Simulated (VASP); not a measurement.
Li2Se:

```
Se Li
1.0
     0.00000    3.00250    3.00250
     3.00250    0.00000    3.00250
     3.00250    3.00250    0.00000
Se Li
1 2
Direct
  0.00000 0.00000 0.00000
  0.75000 0.75000 0.75000
  0.25000 0.25000 0.25000
```

Base run:

- Program: VASP 6.6.1
- Functional: BLYP
- Potentials or basis: VASP PAW PBE potentials, release 64 (Se, Li_sv)
- Cutoff: 520 eV
- k mesh: 8 × 8 × 8
- Occupations: fermi-dirac, width 0.05 eV
- Spin: no spin polarisation

Its results: band gap on the k mesh 3.23 eV, indirect (least direct gap 3.63 eV).

**Question.** The run is repeated on the same cell with these changes: functional from BLYP to PBE. What comes out?

**Answer.** Band gap on the k mesh 2.97 eV, indirect (least direct gap 3.39 eV).

Not every run made on this cell is shown here.
